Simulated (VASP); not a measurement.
Here is a VASP 6.6.1 calculation.

Contents of INCAR:

```
SYSTEM = Se
ALGO     = Normal         ! electronic algorithm
EDIFF    = 1E-7           ! SCF threshold, eV
EDIFFG   = -0.002         ! ionic threshold
ENCUT    = 520            ! plane-wave cutoff, eV
GGA      = PS             ! functional
IBRION   = 2              ! ionic algorithm
ISIF     = 3              ! what is computed and relaxed
ISMEAR   = 0              ! smearing method
LASPH    = .TRUE.         ! aspherical terms in the spheres
LCHARG   = .FALSE.        ! write CHGCAR
LREAL    = .FALSE.        ! projectors in reciprocal space
LWAVE    = .FALSE.        ! write WAVECAR
NELM     = 80             ! most SCF steps
NSW      = 80             ! ionic steps
PREC     = Accurate       ! precision mode
PSTRESS  = 300.0        
SIGMA    = 0.1            ! smearing width, eV
```

Contents of KPOINTS:

```
k-points
0
G
  30 30 30
  0 0 0
```

Contents of POSCAR:

```
Se                                      
1.0
    2.2241726403      1.2841272293      0.9079487579
   -2.2241726403      1.2841272293      0.9079487579
   -0.0000000000     -2.5682544579      0.9079487572
  Se            
     1
Direct
     0.0000000000000000    0.0000000000000000    0.0000000000000000
```

Potentials or basis: VASP PAW PBE potentials, release 64 (Se).

The run is started by

```console
$ cat potpaw_PBE.64/Se/POTCAR > POTCAR
$ mpirun -np 1 vasp_std > vasp.out
```

Question: What does it give for the relaxed cell?

Answer: a = 2.724 Å, b = 2.724 Å, c = 2.724 Å, α = 109.47°, β = 109.47°, γ = 109.47°.

Question: Estimate the relaxed volume.

Answer: 15.56 Å³/atom.

Question: Estimate the band gap on the k mesh.

Answer: None (metal or under the smearing width).

Question: Estimate the space group after relaxing (to 0.05 Å).

Answer: Im-3m (No. 229).

Final structure:
```cif
data_structure
_symmetry_space_group_name_H-M 'P 1'
_symmetry_Int_Tables_number 1
_cell_length_a 2.7241
_cell_length_b 2.7241
_cell_length_c 2.7241
_cell_angle_alpha 109.473
_cell_angle_beta 109.473
_cell_angle_gamma 109.473
_cell_volume 15.56
loop_
_atom_site_label
_atom_site_type_symbol
_atom_site_fract_x
_atom_site_fract_y
_atom_site_fract_z
_atom_site_occupancy
Se1 Se 0.00000 0.00000 0.00000 1
```

Caveat: the cell is relaxed towards a set pressure, so the enthalpy falls and the energy may rise; the PAW data sets were made with another functional, which shifts forces and pressure a little.
